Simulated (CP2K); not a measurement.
Pt:

```
Pt
1.0
     2.74395    0.00000    0.00000
    -0.91465    2.58702    0.00000
    -0.91465   -1.29351    2.24043
Pt
1
Direct
  0.00000 0.00000 0.00000
```

This isn't the form of Pt at room conditions, which is fcc.

```yaml
Program: CP2K 2026.2
Task: single point
Functional: PBE
Potentials_or_basis: POTENTIAL_UZH Pt GTH-PBE-q18; TZVP-MOLOPT-PBE-GTH basis
Density_cutoff: 6123 eV
k_mesh: 12 × 12 × 12
Occupations: fermi-dirac, width 0.05 eV
Spin: no spin polarisation
```

On this cell: pressure -1.4 GPa; band gap on the k mesh none (metal or under the smearing width).

The same run follows on a disturbed copy (cell strained at random at fixed volume):

```
Pt
1.0
     2.71620    0.00000    0.00000
    -0.89343    2.61938    0.00000
    -0.80159   -1.28002    2.23536
Pt
1
Direct
  0.98769 0.99114 0.98751
```

What does the disturbed cell give?

The energy (extrapolated to zero smearing) moves by +13.0 meV/atom; pressure -0.9 GPa; band gap on the k mesh none (metal or under the smearing width).

Stress tensor (GPa, compression positive):
```
 1.90  1.01 -2.34
 1.01 -3.47 -5.68
-2.34 -5.68 -1.03
```

Caveats: the basis of atomic orbitals isn't converged, which shifts pressures, moduli and gaps.
